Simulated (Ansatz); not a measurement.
# Ge: a stacking-fault curve

The task, for Ge: slide the crystal rigidly across a (-1 1 0) plane.

Program: Ansatz 0.2.0. Level of theory: DFT PBEsol, scalar-relativistic, plane waves, PAW. These are calculated values, not measurements.

2 further runs of the same task are left out: 2 set aside as unsound or not needed.

### 1 The starting structure

It takes space group I4_1/amd (No. 141, tetragonal). The conventional cell has a = 5.126 Å, b = 5.126 Å, c = 2.794 Å, α = 90.00°, β = 90.00°, γ = 90.00°. Ge (site symmetry -4m2) has 6 Ge at 2.66 to 2.79 Å in its first shell of neighbours.

Coordinates:

```
Ge
1.0
     0.00000    0.00000   -2.79360
    -2.56376   -2.56211   -1.39680
   -10.25505   10.24845    0.00000
Ge
8
Cartesian
  -2.5638 -1.2811 -1.7470
  -10.2551 6.4053 -3.1438
  -7.6913 3.8432 -1.7470
  -5.1275 1.2811 -3.1438
  -5.1275 3.8432 -2.4434
  -2.5638 1.2811 -1.0466
  -10.2551 8.9674 -2.4434
  -7.6913 6.4053 -1.0466
```

It goes back to an entry of the Materials Project, which need not be the stable form.

It is built from the cell relaxed beforehand with the same method (18.35 Å³/atom).

### 2 The undisturbed cell

input.yaml reads:

```yaml
crystal:
  lattice:
    - [0.0, 0.0, -2.7935983137]
    - [-2.5637634431, -2.5621121163, -1.3967991568]
    - [-10.2550537726, 10.2484484653, 0.0]
  atoms:
    - { symbol: Ge, position: [0.2503537898, 0.75, 0.0625] }
    - { symbol: Ge, position: [0.7503537898, 0.75, 0.8125] }
    - { symbol: Ge, position: [0.2503537898, 0.75, 0.5625] }
    - { symbol: Ge, position: [0.7503537898, 0.75, 0.3125] }
    - { symbol: Ge, position: [0.7496462102, 0.25, 0.4375] }
    - { symbol: Ge, position: [0.2496462102, 0.25, 0.1875] }
    - { symbol: Ge, position: [0.7496462102, 0.25, 0.9375] }
    - { symbol: Ge, position: [0.2496462102, 0.25, 0.6875] }
basis:
  ecutwfc: 420
kpoints:
  mp_grid: { grid: [22, 16, 4] }
hamiltonian:
  xc: pbesol
scf:
  occupations: { method: gaussian, width: 0.15 }
output:
  forces: true
  stress: true
  eigenvalues: true
  write_density: true
  write_potential: true
  elf: true
  volumetric_format: npy
```

Command:

```bash
> ansatz run input.yaml --threads 2 --pin off --max-ram 5120MiB --backend cpu --events-out ev --progress --plain --runs-dir out
```

### 3 Setting up a stacking-fault curve

The cut lies on the cell's a–b face, a (-1 1 0) plane of area 10.13 Å², between layers 1.81 Å apart (Ge below, Ge above); the cell is 14.5 Å thick. Vector c is tilted by f times 0·a + 1·b (length 3.884 Å) with the atoms' Cartesian places fixed: one unrelaxed fault per cell.

### 4 f = 0.167

input.yaml reads:

```yaml
crystal:
  lattice:
    - [0.0, 0.0, -2.7935983137]
    - [-2.5637634431, -2.5621121163, -1.3967991568]
    - [-10.6824331386, 9.8213443755, -0.2328464194]
  atoms:
    - { symbol: Ge, position: [0.2503537898, 0.59371875, 0.9375] }
    - { symbol: Ge, position: [0.7503537898, 0.63539375, 0.6875] }
    - { symbol: Ge, position: [0.2503537898, 0.67706875, 0.4375] }
    - { symbol: Ge, position: [0.7503537898, 0.71874375, 0.1875] }
    - { symbol: Ge, position: [0.7496462102, 0.19790625, 0.3125] }
    - { symbol: Ge, position: [0.2496462102, 0.23958125, 0.0625] }
    - { symbol: Ge, position: [0.7496462102, 0.11455625, 0.8125] }
    - { symbol: Ge, position: [0.2496462102, 0.15623125, 0.5625] }
basis:
  ecutwfc: 420
kpoints:
  mp_grid: { grid: [22, 16, 4] }
hamiltonian:
  xc: pbesol
scf:
  occupations: { method: gaussian, width: 0.15 }
output:
  forces: true
  stress: true
  eigenvalues: true
```

### 5 f = 0.333

input.yaml reads:

```yaml
crystal:
  lattice:
    - [0.0, 0.0, -2.7935983137]
    - [-2.5637634431, -2.5621121163, -1.3967991568]
    - [-11.1095561282, 9.3944964969, -0.465553159]
  atoms:
    - { symbol: Ge, position: [0.2503537898, 0.43753125, 0.9375] }
    - { symbol: Ge, position: [0.7503537898, 0.52085625, 0.6875] }
    - { symbol: Ge, position: [0.2503537898, 0.60418125, 0.4375] }
    - { symbol: Ge, position: [0.7503537898, 0.68750625, 0.1875] }
    - { symbol: Ge, position: [0.7496462102, 0.14584375, 0.3125] }
    - { symbol: Ge, position: [0.2496462102, 0.22916875, 0.0625] }
    - { symbol: Ge, position: [0.7496462102, -0.02080625, 0.8125] }
    - { symbol: Ge, position: [0.2496462102, 0.06251875, 0.5625] }
basis:
  ecutwfc: 420
kpoints:
  mp_grid: { grid: [22, 16, 4] }
hamiltonian:
  xc: pbesol
scf:
  occupations: { method: gaussian, width: 0.15 }
output:
  forces: true
  stress: true
  eigenvalues: true
```

### 6 f = 0.500

input.yaml reads:

```yaml
crystal:
  lattice:
    - [0.0, 0.0, -2.7935983137]
    - [-2.5637634431, -2.5621121163, -1.3967991568]
    - [-11.5369354942, 8.9673924071, -0.6983995784]
  atoms:
    - { symbol: Ge, position: [0.2503537898, 0.28125, 0.9375] }
    - { symbol: Ge, position: [0.7503537898, 0.40625, 0.6875] }
    - { symbol: Ge, position: [0.2503537898, 0.53125, 0.4375] }
    - { symbol: Ge, position: [0.7503537898, 0.65625, 0.1875] }
    - { symbol: Ge, position: [0.7496462102, 0.09375, 0.3125] }
    - { symbol: Ge, position: [0.2496462102, 0.21875, 0.0625] }
    - { symbol: Ge, position: [0.7496462102, -0.15625, 0.8125] }
    - { symbol: Ge, position: [0.2496462102, -0.03125, 0.5625] }
basis:
  ecutwfc: 420
kpoints:
  mp_grid: { grid: [22, 16, 4] }
hamiltonian:
  xc: pbesol
scf:
  occupations: { method: gaussian, width: 0.15 }
output:
  forces: true
  stress: true
  eigenvalues: true
```

### 7 f = 0.667

input.yaml reads:

```yaml
crystal:
  lattice:
    - [0.0, 0.0, -2.7935983137]
    - [-2.5637634431, -2.5621121163, -1.3967991568]
    - [-11.9643148601, 8.5402883174, -0.9312459979]
  atoms:
    - { symbol: Ge, position: [0.2503537898, 0.12496875, 0.9375] }
    - { symbol: Ge, position: [0.7503537898, 0.29164375, 0.6875] }
    - { symbol: Ge, position: [0.2503537898, 0.45831875, 0.4375] }
    - { symbol: Ge, position: [0.7503537898, 0.62499375, 0.1875] }
    - { symbol: Ge, position: [0.7496462102, 0.04165625, 0.3125] }
    - { symbol: Ge, position: [0.2496462102, 0.20833125, 0.0625] }
    - { symbol: Ge, position: [0.7496462102, -0.29169375, 0.8125] }
    - { symbol: Ge, position: [0.2496462102, -0.12501875, 0.5625] }
basis:
  ecutwfc: 420
kpoints:
  mp_grid: { grid: [22, 16, 4] }
hamiltonian:
  xc: pbesol
scf:
  occupations: { method: gaussian, width: 0.15 }
output:
  forces: true
  stress: true
  eigenvalues: true
  write_density: true
  write_potential: true
  elf: true
  volumetric_format: npy
```

(Steps that only read results are left out.)

What does the calculation give? Wanted: largest shear traction sampled.

As calculated:

| quantity | value |
| --- | --- |
| highest fault energy sampled | 6263 mJ/m² at f = 0.500 |
| largest shear traction sampled | 56.4 GPa |

The highest point computed is 6263 mJ/m², at f = 0.500; the true top can lie between points. The values are for rigid blocks: relaxation normal to the plane would bring them down. Where forces pass 15 eV/Å atoms stand far too close, the PAW spheres overlap strongly and those numbers are rough.
